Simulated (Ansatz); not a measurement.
SiC (Moissanite):

```
Si C
1.0
     3.07600    0.00000    0.00000
    -1.53800    2.66389    0.00000
     0.00000    0.00000    5.04800
Si C
2 2
Direct
  0.66667 0.33333 0.50000
  0.33333 0.66667 0.00000
  0.66667 0.33333 0.88500
  0.33333 0.66667 0.38500
```

- Program: Ansatz 0.2.0
- Task: relaxation of cell and atoms
- Functional: BLYP
- Potentials or basis: Ansatz PAW
- Cutoff: 420 eV (not typed: the program's choice for these potentials)
- k mesh: 10 × 10 × 5
- Occupations: fermi-dirac, width 0.05 eV
- Spin: no spin polarisation

At the start: volume 10.34 Å³/atom.

Task: How do energy, volume and symmetry change on relaxing?

Result: It ends after 8 steps and the volume is 10.73 Å³/atom (+3.8 %); space group P6_3mc (No. 186, to 0.05 Å).

The path:
| step | energy change (eV) | largest force (eV/Å) | volume (Å³) |
| --- | --- | --- | --- |
| 1 | 0.0000 | 0.7604 | 41.36 |
| 2 | -0.0477 | 0.3868 | 42.18 |
| 3 | -0.0695 | 0.0721 | 43.05 |
| 4 | -0.0704 | 0.0098 | 42.95 |
| 5 | -0.0706 | 0.0009 | 42.91 |
| 6 | -0.0746 | 0.0009 | 42.91 |
| 7 | -0.0746 | 0.0002 | 42.94 |
| 8 | -0.0747 | 0.0002 | 42.94 |

Final structure:
```
CELL_PARAMETERS angstrom
3.11374 0.00000 0.00000
-1.55687 2.69658 0.00000
0.00000 0.00000 5.11390
ATOMIC_POSITIONS crystal
Si 0.66667 0.33333 0.50461
Si 0.33333 0.66667 0.00461
C 0.66667 0.33333 0.88039
C 0.33333 0.66667 0.38039
```

Caveat: the plane-wave basis is chosen anew once the cell has moved, so the energies of steps on either side of that aren't comparable; the pressure holds a Pulay correction of +0.4 GPa for the finite cutoff; the PAW data sets come from PBE, with cores solved anew for the run's functional, which leaves a small shift of forces and pressure.
